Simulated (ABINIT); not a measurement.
# Al (Fm-3m) in ABINIT: notebook

Runs on Al. Level: PBE. Tasks: equation of state.

All numbers are computed with ABINIT 10.8.3 (patched build); they aren't measurements. Logs are shortened: lines on timing, memory, paths and dates and some standing lists are left out, and cuts for length are marked. The log counts tension as positive stress, the text compression.

**What was measured.**

“The interpretation of polycrystalline coherent inelastic neutron scattering from aluminium”, 2013, pmc:3831299 quotes, for a bulk crystal of Al: bulk modulus 76.9 GPa.

The results are compared with them further down.

## 1. The crystal as given

The structure is cubic, space group Fm-3m (No. 225). The conventional cell has a = 4.050 Å, b = 4.050 Å, c = 4.050 Å, α = 90.00°, β = 90.00°, γ = 90.00°. Al (site symmetry m-3m) has 12 Al at 2.86 Å as nearest neighbours.

## 2. Equation of state, PBE

File run.abi:

```
# Datasets: one volume each
ndtset 7
getwfk -1
scalecart1 3*0.9795861087
scalecart2 3*0.9864848297
scalecart3 3*0.9932883884
scalecart4 3*1.0000000000
scalecart5 3*1.0066227096
scalecart6 3*1.0131594038
scalecart7 3*1.0196128224

# Pseudopotentials
pp_dirpath "./"
pseudos "Al.upf"

# Structure
acell 3*1.0 Angstrom
rprim
     0.0000000000     2.0248050000     2.0248050000
     2.0248050000     0.0000000000     2.0248050000
     2.0248050000     2.0248050000     0.0000000000
ntypat 1
znucl 13
natom 1
typat 1
xred
     0.0000000000     0.0000000000     0.0000000000

# Plane-wave basis
ecut 20.0

# k points
kptopt 1
ngkpt 11 11 11
nshiftk 1
shiftk 0.0 0.0 0.0

# Exchange and correlation
ixc 11

# Bands and occupations
nband 6
occopt 3
tsmear 0.05 eV

# SCF cycle
nstep 100
tolvrs 1.0e-10

# Output
iomode 3
prtwf 1
prtden 0
prteig 0
prtebands 0
```

Potentials or basis: PseudoDojo NC SR PBE v0.4.1 standard.

The run is started by

```bash
abinit run.abi > log 2>&1
```

run.abo:

```text
.Version 10.8.3 of ABINIT
 DATASET    1 : space group Fm -3 m (#225); Bravais cF (face-center cubic)
================================================================================
 Values of the parameters that define the memory need for DATASET  1.
     intxc =       0    ionmov =       0      iscf =       7    lmnmax =       6
     lnmax =       6     mgfft =      24  mpssoang =       3    mqgrid =    3001
     natom =       1  nloc_mem =       1    nspden =       1   nspinor =       1
    nsppol =       1      nsym =      48    n1xccc =    2501    ntypat =       1
    occopt =       3   xclevel =       2
       mpw =         462          nfft =       13824          nkpt =          56
================================================================================
================================================================================
[... 61 lines left out ...]
 DATASET    7 : space group Fm -3 m (#225); Bravais cF (face-center cubic)
================================================================================
 Values of the parameters that define the memory need for DATASET  7.
     intxc =       0    ionmov =       0      iscf =       7    lmnmax =       6
     lnmax =       6     mgfft =      24  mpssoang =       3    mqgrid =    3001
     natom =       1  nloc_mem =       1    nspden =       1   nspinor =       1
    nsppol =       1      nsym =      48    n1xccc =    2501    ntypat =       1
    occopt =       3   xclevel =       2
       mpw =         532          nfft =       13824          nkpt =          56
================================================================================
================================================================================

--------------------------------------------------------------------------------
------------- Echo of variables that govern the present computation ------------
--------------------------------------------------------------------------------
 -outvars: echo values of preprocessed input variables --------
            acell      1.8897261259E+00  1.8897261259E+00  1.8897261259E+00 Bohr
              amu      2.69815390E+01
             ecut      2.00000000E+01 Hartree
           getwfk          -1
                       outvar_i_n : Printing only first  50 k-points.
              ixc          11
           jdtset        1    2    3    4    5    6    7
                       outvar_i_n : Printing only first  50 k-points.
         kptrlatt       11    0    0      0   11    0      0    0   11
          kptrlen1     5.83085676E+01
          kptrlen2     5.87192048E+01
          kptrlen3     5.91241777E+01
          kptrlen4     5.95236775E+01
          kptrlen5     5.99178855E+01
          kptrlen6     6.03069736E+01
          kptrlen7     6.06911048E+01
[... 30 lines left out ...]
                       2.0514502266E+00  2.0514502266E+00  0.0000000000E+00
            rprim7     0.0000000000E+00  2.0645171409E+00  2.0645171409E+00
                       2.0645171409E+00  0.0000000000E+00  2.0645171409E+00
                       2.0645171409E+00  2.0645171409E+00  0.0000000000E+00
          spgroup         225
           tolvrs      1.00000000E-10
           tsmear      1.83746611E-03 Hartree
            typat      1
                       outvars : Printing only first  50 k-points.
            znucl       13.00000

================================================================================

 chkinp: Checking input parameters for consistency, jdtset=   1.

 chkinp: Checking input parameters for consistency, jdtset=   2.
[... 36 lines left out ...]
 getcut : COMMENT -
  Note that boxcut > 2.2 ; recall that boxcut=Gcut(box)/Gcut(sphere) = 2
  is sufficient for exact treatment of convolution.
  Such a large boxcut is a waste : you could raise ecut
  e.g. ecut=   25.290235 Hartrees makes boxcut=2

--- Pseudopotential description ------------------------------------------------
- pspini: atom type   1  psp file is ./Al.upf
12 -101130 2 -1 1876                          pspcod,pspxc,lmax,lloc,mmax
     nproj     2     2     2

   1.22442163E+01                                ecore*ucvol(ha*bohr**3)
--------------------------------------------------------------------------------

================================================================================

--- !BeginCycle
iteration_state: {dtset: 1, }
solver: {iscf: 7, nstep: 100, nline: 4, wfoptalg: 0, }
tolerances: {tolvrs: 1.00E-10, }
...
[... 953 lines left out ...]
-Cartesian components of stress tensor (GPa)         [Pressure= -4.5740E+00 GPa]
- sigma(1 1)=  4.57397636E+00  sigma(3 2)=  0.00000000E+00
- sigma(2 2)=  4.57397636E+00  sigma(3 1)=  0.00000000E+00
- sigma(3 3)=  4.57397636E+00  sigma(2 1)=  0.00000000E+00

== END DATASET(S) ==============================================================
================================================================================

 -outvars: echo values of variables after computation  --------
            acell      1.8897261259E+00  1.8897261259E+00  1.8897261259E+00 Bohr
           etotal1    -2.3175127179E+00
           etotal2    -2.3177995629E+00
           etotal3    -2.3179409356E+00
           etotal4    -2.3179515344E+00
           etotal5    -2.3178449661E+00
           etotal6    -2.3176335861E+00
           etotal7    -2.3173288483E+00
            fcart1    -0.0000000000E+00 -0.0000000000E+00 -0.0000000000E+00
            fcart2    -0.0000000000E+00 -0.0000000000E+00 -0.0000000000E+00
            fcart3    -0.0000000000E+00 -0.0000000000E+00 -0.0000000000E+00
            fcart4    -0.0000000000E+00 -0.0000000000E+00 -0.0000000000E+00
            fcart5    -0.0000000000E+00 -0.0000000000E+00 -0.0000000000E+00
            fcart6    -0.0000000000E+00 -0.0000000000E+00 -0.0000000000E+00
            fcart7    -0.0000000000E+00 -0.0000000000E+00 -0.0000000000E+00
            rprim1     0.0000000000E+00  1.9834708508E+00  1.9834708508E+00
                       1.9834708508E+00  0.0000000000E+00  1.9834708508E+00
                       1.9834708508E+00  1.9834708508E+00  0.0000000000E+00
[... 17 lines left out ...]
                       2.0645171409E+00  2.0645171409E+00  0.0000000000E+00
           strten1    -1.6248894900E-04 -1.6248894900E-04 -1.6248894900E-04
                       0.0000000000E+00  0.0000000000E+00  0.0000000000E+00
           strten2    -9.4050066597E-05 -9.4050066597E-05 -9.4050066597E-05
                       0.0000000000E+00  0.0000000000E+00  0.0000000000E+00
           strten3    -3.2552460765E-05 -3.2552460765E-05 -3.2552460765E-05
                       0.0000000000E+00  0.0000000000E+00  0.0000000000E+00
           strten4     2.2617304896E-05  2.2617304896E-05  2.2617304896E-05
                       0.0000000000E+00  0.0000000000E+00  0.0000000000E+00
           strten5     7.2012072813E-05  7.2012072813E-05  7.2012072813E-05
                       0.0000000000E+00  0.0000000000E+00  0.0000000000E+00
           strten6     1.1614867763E-04  1.1614867763E-04  1.1614867763E-04
                       0.0000000000E+00  0.0000000000E+00  0.0000000000E+00
           strten7     1.5546629648E-04  1.5546629648E-04  1.5546629648E-04
                       0.0000000000E+00  0.0000000000E+00  0.0000000000E+00
 Calculation completed.
```

Wall time 18 s (1 thread of Arm Neoverse V2, shared host); peak memory 0.09 GiB.

Results:

```
Equilibrium volume                      : 16.46 Å³/atom
Bulk modulus                            : 80 GPa
Pressure derivative of the bulk modulus : 4.5
```

Energy against volume, from the lowest point:
```csv
volume (Å³/atom),energy (meV/atom)
15.607,11.94
15.939,4.14
16.271,0.29
16.603,0.00
16.935,2.90
17.267,8.65
17.599,16.94
```

Caveat: pressures at fixed basis lie under the slope of the energies.

## 3. Equation of state, PBE

run.abi is that of step 2.

Potentials or basis: PseudoDojo NC SR PBE v0.4 stringent.

The run is started by

```bash
abinit run.abi > log 2>&1
```

It took 18 s on 1 thread of Arm Neoverse V2, shared host; peak memory 0.09 GiB.

Results (log left out):

| Item | Value |
| --- | --- |
| Equilibrium volume | 16.46 Å³/atom |
| Bulk modulus | 80 GPa |
| Pressure derivative of the bulk modulus | 4.5 |

Energy against volume, from the lowest point:
```tsv
volume (Å³/atom)	energy (meV/atom)
15.607	11.94
15.939	4.14
16.271	0.29
16.603	0.00
16.935	2.90
17.267	8.65
17.599	16.94
```

Caveat: pressures at fixed basis lie under the slope of the energies.

## 4. Equation of state, PBE

run.abi is that of step 3.

Potentials or basis: PseudoDojo NC SR PBE v0.5 standard.

The run is started by

```bash
abinit run.abi > log 2>&1
```

It took 18 s on 1 thread of Arm Neoverse V2, shared host; peak memory 0.09 GiB.

It converged, with:

* Equilibrium volume: 16.46 Å³/atom
* Bulk modulus: 80 GPa
* Pressure derivative of the bulk modulus: 4.5

Energy against volume, from the lowest point:
```csv
volume (Å³/atom),energy (meV/atom)
15.607,11.94
15.939,4.14
16.271,0.29
16.603,0.00
16.935,2.90
17.267,8.65
17.599,16.94
```

Caveat: pressures at fixed basis lie under the slope of the energies.

## 5. Summary

```tsv
potentials or basis	V0 of scaled cells (Å³/atom)	B0 (GPa)
PseudoDojo NC SR PBE v0.4.1 standard	16.46	80
PseudoDojo NC SR PBE v0.4 stringent	16.46	80
PseudoDojo NC SR PBE v0.5 standard	16.46	80
```

Alike in all rows: task equation of state; level PBE; no spin polarisation; cell as given; k mesh 11 × 11 × 11; cutoff (eV) 544; smearing fermi-dirac 0.05 eV.

Caveats: pressures at fixed basis lie under the slope of the energies.

Total energies depend on the potentials used, so only differences within one code and one set of settings carry meaning.

## 6. How close it comes

Step 2. A measured bulk modulus of Al is 76.9 GPa (quoted in “The interpretation of polycrystalline coherent inelastic neutron scattering from aluminium”, 2013, pmc:3831299); the calculated 80 GPa misses it by +3.6 %. The fit is for a static lattice scaled at fixed shape and fixed fractional positions. The cell as given is a measured one (16.60 Å³/atom); PBE puts the equilibrium volume -0.8 % from it, thermal expansion not counted.

Step 3. Against the measured bulk modulus of Al, 76.9 GPa (quoted in “The interpretation of polycrystalline coherent inelastic neutron scattering from aluminium”, 2013, pmc:3831299), the calculated 80 GPa is off by +3.6 %. The fit is for a static lattice scaled at fixed shape and fixed fractional positions. The cell as given is a measured one (16.60 Å³/atom); PBE puts the equilibrium volume -0.8 % from it, thermal expansion not counted.

Step 4. Measured bulk modulus of Al: 76.9 GPa (quoted in “The interpretation of polycrystalline coherent inelastic neutron scattering from aluminium”, 2013, pmc:3831299). This calculation gives 80 GPa (+3.6 %). The fit is for a static lattice scaled at fixed shape and fixed fractional positions. The cell as given is a measured one (16.60 Å³/atom); PBE puts the equilibrium volume -0.8 % from it, thermal expansion not counted.
